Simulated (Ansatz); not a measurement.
A calculation with Ansatz 0.2.0 of K (ASE script, structure from a CIF):

The input run.py:

```python
import json

import ase.io
import numpy as np
import spglib

import ansatz as az

atoms = ase.io.read("K.cif")
cell, frac, numbers = spglib.find_primitive((atoms.cell[:], atoms.get_scaled_positions(), atoms.numbers), symprec=1e-5)
atoms = ase.Atoms(numbers, cell=cell, scaled_positions=frac, pbc=True)

calculation = (
    az.Crystal.from_ase(atoms)
    .calculation()
    .kpoints(5, 5, 5)
    .functional("r2scan0", dispersion="d3bj")
    .pseudopotentials(kind="paw", source="jth")
    .occupations(method="methfessel_paxton", width=0.15)
    .density()
    .potential()
    .output_files(volumetric_format="npy")
    .electron_localization_function()
    .forces()
    .stress()
    .band_table(publish=True)
)
outcome = calculation.run(threads=2, events_out="events.jsonl")

report = outcome.report
for line in open("events.jsonl"):
    event = json.loads(line)
    if event["event"] == "scf_iter":
        d = event["data"]
        print(f"SCF {d['iter']:3d}  HF = {d['harris_foulkes_ev']:.6f} eV  dr2 = {d['dr2_ev']:.2e} eV")
    elif event["event"] in ("relax_step", "md_step"):
        d = event["data"]
        print(f"{event['event']} {d['step']:3d}  E = {d['lagrangian_ev']:.6f} eV")
np.set_printoptions(precision=5, suppress=True, linewidth=110)
print("converged:", report["converged"], "after", report["n_iterations"], "iterations")
print(f"free energy {report['free_energy_ev']:.6f} eV, Fermi level {report['fermi_energy_ev']:.4f} eV")
for key in ("band_edges_ev", "magnetization_mub", "site_moments_mub", "site_moments_nc_mub", "forces_ev_ang",
                "stress_gpa", "kpoints_frac", "eigenvalues_ev"):
    if report.get(key) is not None:
        print(key, np.array(report[key]), sep="\n")
```

File K.cif:

```cif
data_K
_cell_length_a 6.78374564
_cell_length_b 6.78374564
_cell_length_c 6.78374564
_cell_angle_alpha 90.00000000
_cell_angle_beta 90.00000000
_cell_angle_gamma 90.00000000
_space_group_name_H-M_alt 'Fm-3m'
_space_group_name_Hall '-F 4 2 3'
_space_group_IT_number 225
loop_
_space_group_symop_operation_xyz
'x,y,z'
'-x,-y,-z'
'-y,x,z'
'y,-x,-z'
'-x,-y,z'
'x,y,-z'
'y,-x,z'
'-y,x,-z'
'x,-y,-z'
'-x,y,z'
'-y,-x,-z'
'y,x,z'
'-x,y,-z'
'x,-y,z'
'y,x,-z'
'-y,-x,z'
'z,x,y'
'-z,-x,-y'
'z,-y,x'
'-z,y,-x'
'z,-x,-y'
'-z,x,y'
'z,y,-x'
'-z,-y,x'
'-z,x,-y'
'z,-x,y'
'-z,-y,-x'
'z,y,x'
'-z,-x,y'
'z,x,-y'
'-z,y,x'
'z,-y,-x'
'y,z,x'
'-y,-z,-x'
'x,z,-y'
'-x,-z,y'
'-y,z,-x'
'y,-z,x'
'-x,z,y'
'x,-z,-y'
'-y,-z,x'
'y,z,-x'
'-x,-z,-y'
'x,z,y'
'y,-z,-x'
'-y,z,x'
'x,-z,y'
'-x,z,-y'
'x,y+1/2,z+1/2'
'-x,-y+1/2,-z+1/2'
'-y,x+1/2,z+1/2'
'y,-x+1/2,-z+1/2'
'-x,-y+1/2,z+1/2'
'x,y+1/2,-z+1/2'
'y,-x+1/2,z+1/2'
'-y,x+1/2,-z+1/2'
'x,-y+1/2,-z+1/2'
'-x,y+1/2,z+1/2'
'-y,-x+1/2,-z+1/2'
'y,x+1/2,z+1/2'
[... 40 lines left out ...]
'-x+1/2,-y,z+1/2'
'x+1/2,y,-z+1/2'
'y+1/2,-x,z+1/2'
'-y+1/2,x,-z+1/2'
'x+1/2,-y,-z+1/2'
'-x+1/2,y,z+1/2'
'-y+1/2,-x,-z+1/2'
'y+1/2,x,z+1/2'
'-x+1/2,y,-z+1/2'
'x+1/2,-y,z+1/2'
'y+1/2,x,-z+1/2'
'-y+1/2,-x,z+1/2'
'z+1/2,x,y+1/2'
'-z+1/2,-x,-y+1/2'
'z+1/2,-y,x+1/2'
'-z+1/2,y,-x+1/2'
'z+1/2,-x,-y+1/2'
'-z+1/2,x,y+1/2'
'z+1/2,y,-x+1/2'
'-z+1/2,-y,x+1/2'
'-z+1/2,x,-y+1/2'
'z+1/2,-x,y+1/2'
'-z+1/2,-y,-x+1/2'
'z+1/2,y,x+1/2'
'-z+1/2,-x,y+1/2'
'z+1/2,x,-y+1/2'
'-z+1/2,y,x+1/2'
'z+1/2,-y,-x+1/2'
'y+1/2,z,x+1/2'
'-y+1/2,-z,-x+1/2'
'x+1/2,z,-y+1/2'
'-x+1/2,-z,y+1/2'
'-y+1/2,z,-x+1/2'
'y+1/2,-z,x+1/2'
'-x+1/2,z,y+1/2'
'x+1/2,-z,-y+1/2'
'-y+1/2,-z,x+1/2'
'y+1/2,z,-x+1/2'
'-x+1/2,-z,-y+1/2'
'x+1/2,z,y+1/2'
'y+1/2,-z,-x+1/2'
'-y+1/2,z,x+1/2'
'x+1/2,-z,y+1/2'
'-x+1/2,z,-y+1/2'
'x+1/2,y+1/2,z'
'-x+1/2,-y+1/2,-z'
'-y+1/2,x+1/2,z'
'y+1/2,-x+1/2,-z'
'-x+1/2,-y+1/2,z'
'x+1/2,y+1/2,-z'
'y+1/2,-x+1/2,z'
'-y+1/2,x+1/2,-z'
'x+1/2,-y+1/2,-z'
'-x+1/2,y+1/2,z'
'-y+1/2,-x+1/2,-z'
'y+1/2,x+1/2,z'
'-x+1/2,y+1/2,-z'
'x+1/2,-y+1/2,z'
'y+1/2,x+1/2,-z'
'-y+1/2,-x+1/2,z'
'z+1/2,x+1/2,y'
'-z+1/2,-x+1/2,-y'
'z+1/2,-y+1/2,x'
'-z+1/2,y+1/2,-x'
'z+1/2,-x+1/2,-y'
'-z+1/2,x+1/2,y'
'z+1/2,y+1/2,-x'
'-z+1/2,-y+1/2,x'
'-z+1/2,x+1/2,-y'
'z+1/2,-x+1/2,y'
'-z+1/2,-y+1/2,-x'
'z+1/2,y+1/2,x'
'-z+1/2,-x+1/2,y'
'z+1/2,x+1/2,-y'
'-z+1/2,y+1/2,x'
'z+1/2,-y+1/2,-x'
'y+1/2,z+1/2,x'
'-y+1/2,-z+1/2,-x'
'x+1/2,z+1/2,-y'
'-x+1/2,-z+1/2,y'
'-y+1/2,z+1/2,-x'
'y+1/2,-z+1/2,x'
'-x+1/2,z+1/2,y'
'x+1/2,-z+1/2,-y'
'-y+1/2,-z+1/2,x'
'y+1/2,z+1/2,-x'
'-x+1/2,-z+1/2,-y'
'x+1/2,z+1/2,y'
'y+1/2,-z+1/2,-x'
'-y+1/2,z+1/2,x'
'x+1/2,-z+1/2,y'
'-x+1/2,z+1/2,-y'
loop_
_atom_site_label
_atom_site_type_symbol
_atom_site_symmetry_multiplicity
_atom_site_Wyckoff_symbol
_atom_site_fract_x
_atom_site_fract_y
_atom_site_fract_z
_atom_site_occupancy
K1 K 4 a 0.0000000000 0.0000000000 0.0000000000 1
```

Potentials or basis: JTH PAW.

Run with:

```console
$ python run.py
```

This isn't the form of K at room conditions, which is bcc.

Task: Write the same calculation in another form: native input, structure typed inline.

Result: As run:

File input.yaml:

```yaml
crystal:
  lattice:
    - [0.0, 3.39187282, 3.39187282]
    - [3.39187282, 0.0, 3.39187282]
    - [3.39187282, 3.39187282, 0.0]
  atoms:
    - { symbol: K, position: [0.0, 0.0, 0.0] }
hamiltonian:
  xc: r2scan0
  pseudopotentials: { kind: paw, source: jth }
  dispersion: d3bj
kpoints:
  mp_grid: { grid: [5, 5, 5] }
scf:
  occupations: { method: methfessel_paxton, width: 0.15 }
output:
  forces: true
  stress: true
  eigenvalues: true
  write_density: true
  write_potential: true
  elf: true
  volumetric_format: npy
```

Potentials or basis: JTH PAW.

Launch:

```sh
$ ansatz run input.yaml --threads 2 --pin off --max-ram 5120MiB --backend cpu --events-out ev --progress --plain --runs-dir out
```

Both were run:

|  | ASE script, structure from a CIF | native input, structure typed inline |
| --- | --- | --- |
| Pressure | -0.2 GPa | -0.2 GPa |
| Band gap on the k mesh | none (metal or under the smearing width) | none (metal or under the smearing width) |

Keys that steer only the numerical path or the files written may differ.

Caveat: pairwise dispersion overbinds metals, which lowers pressure and volume; the dispersion damping was fitted for another functional or another form of the correction; the thresholds are loose for stress.
